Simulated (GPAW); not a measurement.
## Li: equation of state with PBE+D3(BJ)

Crystal: Li.

```xyz
1
Lattice="3.0391 0.0000 0.0000 -1.0130 2.8653 0.0000 -1.0130 -1.4327 2.4814" Properties=species:S:1:pos:R:3 pbc="T T T"
Li    0.0000    0.0000    0.0000
```

```
Program             : GPAW 26.7.0
Task                : equation of state
Functional          : PBE
Dispersion          : D3(BJ)
Potentials or basis : GPAW PAW data sets (gpaw-data 1.2.1)
Cutoff              : 800 eV
Basis               : pw
k mesh              : 11 × 11 × 11
Occupations         : fermi-dirac, width 0.05 eV
Spin                : no spin polarisation
```

The equilibrium volume is 18.38 Å³/atom (rough: see the caveat). The bulk modulus is 15.6 GPa (rough).

Energy against volume, from the lowest point:
```tsv
volume (Å³/atom)	energy (meV/atom)
20.312	0.00
20.744	3.90
21.177	8.39
21.609	13.40
22.041	18.90
22.473	24.83
22.905	31.16
```

Wall time 67 s on 1 thread of AMD EPYC 7571, on a shared host, peak memory 0.18 GiB.

Caveat: the minimum lies outside the volumes run.
